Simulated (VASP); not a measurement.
# SnSe (Fm-3m) in VASP: single point with PBE

Aim: the single point of SnSe with PBE.

Program: VASP 6.6.1. These are calculated values, not measurements. Logs are shortened: lines on timing, memory, paths and dates and some standing lists are left out, and cuts for length are marked.

### 1 The structure

It takes space group Fm-3m (No. 225, cubic). The conventional cell has a = 6.020 Å, b = 6.020 Å, c = 6.020 Å, α = 90.00°, β = 90.00°, γ = 90.00°. Sn (site symmetry m-3m) has 6 Se at 3.01 Å as nearest neighbours. Se (site symmetry m-3m) is surrounded by 6 Sn at 3.01 Å.

Measurements of this composition are mostly on another form, of space group No. 62.

### 2 Single point, PBE

The input, INCAR:

```
  ALGO = Normal
  EDIFF = 1E-6
  ENCUT = 520
  GGA = PE
  ISIF = 2
  ISMEAR = 0
  LASPH = T
  LCHARG = T
  LELF = T
  LREAL = F
  LVHAR = T
  LWAVE = F
  NBANDS = 17
  NELM = 100
  PREC = Accurate
  SIGMA = 0.1
```

The input, KPOINTS:

```
k-points
0
Gamma
  6 6 6
```

The input, POSCAR:

```
SnSe
1.0
    0.0000000000      3.0100000000      3.0100000000
    3.0100000000      0.0000000000      3.0100000000
    3.0100000000      3.0100000000      0.0000000000
Sn Se
1 1
Direct
    0.0000000000      0.0000000000      0.0000000000
    0.5000000000      0.5000000000      0.5000000000
```

Potentials or basis: VASP PAW PBE potentials, release 64 (Sn_d, Se).

Launch:

```bash
> cat potpaw_PBE.64/Sn_d/POTCAR potpaw_PBE.64/Se/POTCAR > POTCAR
> mpirun -np 1 vasp_std > vasp.out
```

OUTCAR:

```text
EDIFF = 1E-6
   ENCUT = 520
   GGA = PE
   ISIF = 2
   ISMEAR = 0
   LASPH = T
   LREAL = F
   NELM = 100
   PREC = Accurate

 ion  position               nearest neighbor table
   1  0.000  0.000  0.000-   2 3.01   2 3.01   2 3.01   2 3.01   2 3.01   2 3.01
   2  0.500  0.500  0.500-   1 3.01   1 3.01   1 3.01   1 3.01   1 3.01   1 3.01

  LATTYP: Found a face centered cubic cell.
 ALAT       =     6.0200000000

  Lattice vectors:

 A1 = (   0.0000000000,   3.0100000000,   3.0100000000)
 A2 = (   3.0100000000,   0.0000000000,   3.0100000000)
 A3 = (   3.0100000000,   3.0100000000,   0.0000000000)

Analysis of symmetry for initial positions (statically):
=====================================================================
 Subroutine PRICEL returns:
 Original cell was already a primitive cell.

 Routine SETGRP: Setting up the symmetry group for a
 face centered cubic supercell.

 Subroutine GETGRP returns: Found 48 space group operations
 (whereof 48 operations were pure point group operations)
 out of a pool of 48 trial point group operations.

The static configuration has the point symmetry O_h .

Analysis of symmetry for dynamics (positions and initial velocities):
=====================================================================
 Subroutine PRICEL returns:
 Original cell was already a primitive cell.

 Routine SETGRP: Setting up the symmetry group for a
 face centered cubic supercell.

 Subroutine GETGRP returns: Found 48 space group operations
 (whereof 48 operations were pure point group operations)
 out of a pool of 48 trial point group operations.

The dynamic configuration has the point symmetry O_h .

 Subroutine INISYM returns: Found 48 space group operations
 (whereof 48 operations are pure point group operations),
 and found     1 'primitive' translations

----------------------------------------------------------------------------------------

                                     Primitive cell

  volume of cell :      54.5418

  direct lattice vectors                    reciprocal lattice vectors
     0.000000000  3.010000000  3.010000000    -0.166112957  0.166112957  0.166112957
     3.010000000  0.000000000  3.010000000     0.166112957 -0.166112957  0.166112957
     3.010000000  3.010000000  0.000000000     0.166112957  0.166112957 -0.166112957

  length of vectors
     4.256782823  4.256782823  4.256782823     0.287716081  0.287716081  0.287716081

  position of ions in fractional coordinates (direct lattice)
     0.000000000  0.000000000  0.000000000
     0.500000000  0.500000000  0.500000000

  ion indices of the primitive-cell ions
   primitive index   ion index
                 1           1
                 2           2

----------------------------------------------------------------------------------------

 KPOINTS: k-points

Automatic generation of k-mesh.
 Grid dimensions read from file:
 generate k-points for:    6    6    6

 Generating k-lattice:

  Cartesian coordinates                     Fractional coordinates (reciprocal lattice)
    -0.027685493  0.027685493  0.027685493     0.166666667  0.000000000  0.000000000
     0.027685493 -0.027685493  0.027685493     0.000000000  0.166666667  0.000000000
     0.027685493  0.027685493 -0.027685493     0.000000000  0.000000000  0.166666667

  Length of vectors
     0.047952680  0.047952680  0.047952680

  Shift w.r.t. Gamma in fractional coordinates (k-lattice)
     0.000000000  0.000000000  0.000000000

 Subroutine IBZKPT returns following result:
 ===========================================

 Found     16 irreducible k-points:

 Following reciprocal coordinates:
            Coordinates               Weight
  0.000000  0.000000  0.000000      1.000000
  0.166667  0.000000  0.000000      8.000000
  0.333333  0.000000  0.000000      8.000000
  0.500000  0.000000  0.000000      4.000000
  0.166667  0.166667  0.000000      6.000000
  0.333333  0.166667  0.000000     24.000000
[... 8 lines left out ...]
 -0.333333  0.333333  0.166667     24.000000
 -0.333333  0.500000  0.166667     12.000000
   k-points           NKPTS =     16   k-points in BZ     NKDIM =     16   number of bands    NBANDS=     17
   number of dos      NEDOS =    301   number of ions     NIONS =      2
   total plane-waves  NPLWV =  32768
   dimension x,y,z NGX =    32 NGY =   32 NGZ =   32
   dimension x,y,z NGXF=    64 NGYF=   64 NGZF=   64
   ions per type =               1   1
   NGX,Y,Z   is equivalent  to a cutoff of  12.50, 12.50, 12.50 a.u.
   NGXF,Y,Z  is equivalent  to a cutoff of  24.99, 24.99, 24.99 a.u.
 SYSTEM =  unknown system
   PREC   = accura    normal or accurate (medium, high low for compatibility)
   ISTART =      0    job   : 0-new  1-cont  2-samecut
   ICHARG =      2    charge: 1-file 2-atom 10-const
   ISPIN  =      1    spin polarized calculation?
   LNONCOLLINEAR =      F non collinear calculations
   LSORBIT =      F    spin-orbit coupling
   LASPH  =      T    aspherical Exc in radial PAW
   ENCUT  =  520.0 eV  38.22 Ry    6.18 a.u.   7.91  7.91  7.91*2*pi/ulx,y,z
   NELM   =    100;   NELMIN=  2; NELMDL= -5     # of ELM steps
   EDIFF  = 0.1E-05   stopping-criterion for ELM
   LREAL  =      F    real-space projection
   EDIFFG = 0.1E-04   stopping-criterion for IOM
   NSW    =      0    number of steps for IOM
   IBRION =     -1    ionic relax: 0-MD 1-quasi-New 2-CG
   NFREE  =      0    steps in history (QN), initial steepest desc. (CG)
   ISIF   =      2    stress and relaxation
   ISYM   =      2    0-nonsym 1-usesym 2-fastsym
   POTIM  = 0.5000    time-step for ionic-motion
   TEBEG  =    0.0;   TEEND  =   0.0 temperature during run
   PSTRESS=    0.0 pullay stress
   NELECT =      20.0000    total number of electrons
   NUPDOWN=      -1.0000    fix difference up-down
   EMIN   =  10.00;   EMAX   =-10.00  energy-range for DOS
   EFERMI =   0.00;   METHOD = LEGACY
   ISMEAR =     0;   SIGMA  =   0.10  broadening in eV -4-tet -1-fermi 0-gaus
   EFERMI_NEDOS =   21; number of points for ismear=-14 and -15
   IALGO  =     38    algorithm
   IMIX   =      4    mixing-type and parameters
     AMIX     =   0.40;   BMIX     =  1.00
     AMIX_MAG =   1.60;   BMIX_MAG =  1.00
  volume/ion in A,a.u.               =      27.27       184.03
  Fermi-wavevector in a.u.,A,eV,Ry     =   1.171768  2.214321 18.681350  1.373040
  Thomas-Fermi vector in A             =   2.308207
   LORBIT       =      0    0 simple, 1 ext, 2 COOP (PROOUT), +10 PAW based schemes
   GGA     = PE    functional components
   LHFCALC =     F    Hartree Fock is set to
   AEXX    =    0.0000 exact exchange contribution
   IVDW    =     0    specifies the selected vdW correction
   LEPSILON=     F    determine dielectric tensor
   LRPA    =     F    only Hartree local field effects (RPA)
 non-spin polarized calculation
 Gauss-broadening in eV      SIGMA  =   0.10
  energy-cutoff  :      520.00
  volume of cell :       54.54
 maximum number of plane-waves:      1484
   NGX = 15   NGY = 15   NGZ = 15

 number of electron      20.0000005 magnetization

 Free energy of the ion-electron system (eV)
  ---------------------------------------------------
  ext. energy  EPLUGINS =         0.00000000
  ---------------------------------------------------
  free energy    TOTEN  =        -8.23555531 eV

  energy without entropy =       -8.23555482  energy(sigma->0) =       -8.23555507

 E-fermi :   5.8661     XC(G=0):  -9.6061

 val. band max:        5.5770945885   @ k =   0.5000   0.0000   0.0000
 cond. band min:       6.1551799668   @ k =   0.5000   0.0000   0.0000
 fundamental gap:      0.5780853783
 Fermi energy:         5.8661372415

 k-point     1 :       0.0000    0.0000    0.0000
  band No.  band energies     occupation
      1     -16.0260      2.00000
      2     -16.0260      2.00000
      3     -16.0260      2.00000
      4     -16.0243      2.00000
      5     -16.0243      2.00000
      6      -8.2955      2.00000
[... 9 lines left out ...]
     16      11.4482      0.00000
     17      13.7358      0.00000

 k-point     2 :       0.1667    0.0000    0.0000
  band No.  band energies     occupation
      1     -16.0267      2.00000
      2     -16.0267      2.00000
      3     -16.0253      2.00000
      4     -16.0223      2.00000
      5     -16.0223      2.00000
      6      -8.1058      2.00000
[... 9 lines left out ...]
     16      12.0757      0.00000
     17      15.4046      0.00000

 k-point     3 :       0.3333    0.0000    0.0000
  band No.  band energies     occupation
      1     -16.0305      2.00000
      2     -16.0305      2.00000
      3     -16.0241      2.00000
      4     -16.0160      2.00000
      5     -16.0160      2.00000
      6      -7.6522      2.00000
[... 9 lines left out ...]
     16      13.7070      0.00000
     17      17.4259      0.00000

 k-point     4 :       0.5000    0.0000    0.0000
  band No.  band energies     occupation
      1     -16.0325      2.00000
      2     -16.0325      2.00000
      3     -16.0235      2.00000
      4     -16.0128      2.00000
      5     -16.0128      2.00000
      6      -7.3675      2.00000
[... 9 lines left out ...]
     16      15.7862      0.00000
     17      15.7862      0.00000

 k-point     5 :       0.1667    0.1667    0.0000
  band No.  band energies     occupation
      1     -16.0295      2.00000
      2     -16.0276      2.00000
      3     -16.0224      2.00000
      4     -16.0217      2.00000
      5     -16.0217      2.00000
      6      -8.0425      2.00000
[... 9 lines left out ...]
     16      13.1350      0.00000
     17      14.0924      0.00000

 k-point     6 :       0.3333    0.1667    0.0000
  band No.  band energies     occupation
      1     -16.0346      2.00000
      2     -16.0268      2.00000
      3     -16.0247      2.00000
      4     -16.0177      2.00000
      5     -16.0151      2.00000
      6      -7.6737      2.00000
[... 9 lines left out ...]
     16      14.6112      0.00000
     17      16.1735      0.00000

 k-point     7 :       0.5000    0.1667    0.0000
  band No.  band energies     occupation
      1     -16.0365      2.00000
      2     -16.0282      2.00000
      3     -16.0229      2.00000
      4     -16.0157      2.00000
      5     -16.0121      2.00000
      6      -7.3064      2.00000
[... 9 lines left out ...]
     16      15.9650      0.00000
     17      16.3303      0.00000

 k-point     8 :      -0.3333    0.1667    0.0000
  band No.  band energies     occupation
      1     -16.0334      2.00000
      2     -16.0296      2.00000
      3     -16.0220      2.00000
      4     -16.0156      2.00000
      5     -16.0152      2.00000
      6      -7.4008      2.00000
[... 9 lines left out ...]
     16      14.9948      0.00000
     17      16.6433      0.00000

 k-point     9 :      -0.1667    0.1667    0.0000
  band No.  band energies     occupation
      1     -16.0285      2.00000
      2     -16.0282      2.00000
      3     -16.0245      2.00000
      4     -16.0214      2.00000
      5     -16.0172      2.00000
      6      -7.8239      2.00000
[... 9 lines left out ...]
     16      14.1856      0.00000
     17      14.8351      0.00000

 k-point    10 :       0.3333    0.3333    0.0000
  band No.  band energies     occupation
      1     -16.0436      2.00000
      2     -16.0308      2.00000
      3     -16.0186      2.00000
      4     -16.0130      2.00000
      5     -16.0130      2.00000
      6      -7.4468      2.00000
[... 9 lines left out ...]
     16      16.1837      0.00000
     17      16.5063      0.00000

 k-point    11 :       0.5000    0.3333    0.0000
  band No.  band energies     occupation
      1     -16.0466      2.00000
      2     -16.0290      2.00000
      3     -16.0201      2.00000
      4     -16.0116      2.00000
      5     -16.0102      2.00000
      6      -7.1691      2.00000
[... 9 lines left out ...]
     16      16.6877      0.00000
     17      17.0083      0.00000

 k-point    12 :      -0.3333    0.3333    0.0000
  band No.  band energies     occupation
      1     -16.0411      2.00000
      2     -16.0245      2.00000
      3     -16.0220      2.00000
      4     -16.0158      2.00000
      5     -16.0126      2.00000
      6      -7.1443      2.00000
[... 9 lines left out ...]
     16      14.6702      0.00000
     17      17.1199      0.00000

 k-point    13 :       0.5000    0.5000    0.0000
  band No.  band energies     occupation
      1     -16.0525      2.00000
      2     -16.0325      2.00000
      3     -16.0167      2.00000
      4     -16.0085      2.00000
      5     -16.0085      2.00000
      6      -7.0916      2.00000
[... 9 lines left out ...]
     16      17.2043      0.00000
     17      18.1972      0.00000

 k-point    14 :       0.5000    0.3333    0.1667
  band No.  band energies     occupation
      1     -16.0391      2.00000
      2     -16.0256      2.00000
      3     -16.0246      2.00000
      4     -16.0144      2.00000
      5     -16.0132      2.00000
      6      -7.3367      2.00000
[... 9 lines left out ...]
     16      15.5525      0.00000
     17      16.0408      0.00000

 k-point    15 :      -0.3333    0.3333    0.1667
  band No.  band energies     occupation
      1     -16.0405      2.00000
      2     -16.0257      2.00000
      3     -16.0202      2.00000
      4     -16.0190      2.00000
      5     -16.0106      2.00000
      6      -7.1442      2.00000
[... 9 lines left out ...]
     16      17.0066      0.00000
     17      17.0454      0.00000

 k-point    16 :      -0.3333    0.5000    0.1667
  band No.  band energies     occupation
      1     -16.0462      2.00000
      2     -16.0266      2.00000
      3     -16.0211      2.00000
      4     -16.0146      2.00000
      5     -16.0085      2.00000
      6      -7.0705      2.00000
[... 9 lines left out ...]
     16      16.7394      0.00000
     17      18.2960      0.00000

------------------------ aborting loop because EDIFF is reached ----------------------------------------

  FORCE on cell =-STRESS in cart. coord.  units (eV):
  Direction    XX          YY          ZZ          XY          YZ          ZX
  --------------------------------------------------------------------------------------
  -------------------------------------------------------------------------------------
  Total        0.1994335      0.1994335      0.1994335     -0.0000000      0.0000000      0.0000000
  in kB        5.8584026      5.8584026      5.8584026     -0.0000000      0.0000000      0.0000000
  external PRESSURE =       5.8584026 kB  Pullay stress =       0.0000000 kB

 VOLUME and BASIS-vectors are now :
 -----------------------------------------------------------------------------
  energy-cutoff  :      520.00
  volume of cell :       54.54
      direct lattice vectors                 reciprocal lattice vectors
     0.000000000  3.010000000  3.010000000    -0.166112957  0.166112957  0.166112957
     3.010000000  0.000000000  3.010000000     0.166112957 -0.166112957  0.166112957
     3.010000000  3.010000000  0.000000000     0.166112957  0.166112957 -0.166112957

 POSITION                                       TOTAL-FORCE (eV/Angst)
 -----------------------------------------------------------------------------------
      0.00000      0.00000      0.00000         0.000000      0.000000     -0.000000
      3.01000      3.01000      3.01000        -0.000000     -0.000000      0.000000
 -----------------------------------------------------------------------------------
    total drift:                                0.000000     -0.000000     -0.000000

  FREE ENERGIE OF THE ION-ELECTRON SYSTEM (eV)
  ---------------------------------------------------
  free  energy   TOTEN  =        -8.2355553144 eV

  energy  without entropy=       -8.2355548227  energy(sigma->0) =       -8.23555507
```

It took 16 s on 1 thread of Intel Xeon Platinum 8488C (Sapphire Rapids), shared host; peak memory 0.17 GiB.

Results:

- Free energy: -8.2356 eV
- Pressure: 0.6 GPa
- Band gap on the k mesh: 0.58 eV, direct

Caveat: spin-orbit coupling is left out, which moves the levels of the heavy elements. A k mesh can miss the band edges.
